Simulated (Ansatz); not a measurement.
Input, command and steps of an Ansatz relaxation.

```yaml
crystal:
  lattice:
    - [1.7445615112, 1.7445615112, 0.0]
    - [-1.7445615112, 1.7445615112, 0.0]
    - [0.0, 0.0, 3.3592549198]
  atoms:
    - { symbol: Ni, position: [0.0, 0.0, 0.0], spin: 0.73 }
    - { symbol: Ni, position: [0.5, 0.5, 0.5], spin: 0.73 }
basis:
  ecutwfc: 420
kpoints:
  mp_grid: { grid: [22, 22, 16] }
hamiltonian:
  xc: pbesol
scf:
  occupations: { method: gaussian, width: 0.1 }
output:
  forces: true
  stress: true
  eigenvalues: true
  populations: true
magnetization:
  spin_polarized: true
relax:
  adjacent_minimum: "off"
  f_tol: 0.008
  max_steps: 40
  cell: { stress_tol: 0.015, fix: [c, angles] }
```

```bash
ansatz run input.yaml --threads 1 --pin off --max-ram 2560MiB --backend cpu --events-out ev --progress --plain --runs-dir out
```

The calculation used Ansatz 0.2.0, DFT PBEsol, scalar-relativistic, plane waves, PAW.

Of 5 frames 4 are shown, positions in Å and forces in eV/Å; the SCF threshold varies from step to step. Steps run on the plane waves of an earlier cell, with a Pulay correction in the pressure. The basis is chosen afresh for the last frame, the zero of the energies, and at times for earlier ones too; energy and pressure step there, also at an unchanged geometry.

```xyz
2
Lattice="1.7446 1.7446 0.0000 -1.7446 1.7446 0.0000 0.0000 0.0000 3.3593" Properties=species:S:1:pos:R:3:forces:R:3 pbc="T T T" step=1 free_energy_over_end_meV_per_atom=0.61 pressure_GPa=3.79
Ni    0.0000    0.0000    0.0000    0.0000    0.0000    0.0000
Ni    0.0000    1.7446    1.6796    0.0000    0.0000    0.0000
2
Lattice="1.7479 1.7479 0.0000 -1.7479 1.7479 0.0000 0.0000 0.0000 3.3593" Properties=species:S:1:pos:R:3:forces:R:3 pbc="T T T" step=2 free_energy_over_end_meV_per_atom=0.20 pressure_GPa=2.85
Ni    0.0000    0.0000    0.0000    0.0000    0.0000    0.0000
Ni    0.0000    1.7479    1.6796    0.0000    0.0000    0.0000
2
Lattice="1.7521 1.7521 0.0000 -1.7521 1.7521 0.0000 0.0000 0.0000 3.3593" Properties=species:S:1:pos:R:3:forces:R:3 pbc="T T T" step=3 free_energy_over_end_meV_per_atom=0.03 pressure_GPa=1.71
Ni    0.0000    0.0000    0.0000    0.0000    0.0000    0.0000
Ni    0.0000    1.7521    1.6796    0.0000    0.0000    0.0000
2
Lattice="1.7522 1.7522 0.0000 -1.7522 1.7522 0.0000 0.0000 0.0000 3.3593" Properties=species:S:1:pos:R:3:forces:R:3 pbc="T T T" step=5 free_energy_over_end_meV_per_atom=0.00 pressure_GPa=1.69
Ni    0.0000    0.0000    0.0000    0.0000    0.0000    0.0000
Ni    0.0000    1.7522    1.6796    0.0000    0.0000    0.0000
```

Time: 4.2 min on 1 thread of Intel(R) Xeon(R) Platinum 8259CL CPU @ 2.50GHz (Skylake/Cascade Lake), on a shared host, peak memory 0.85 GiB.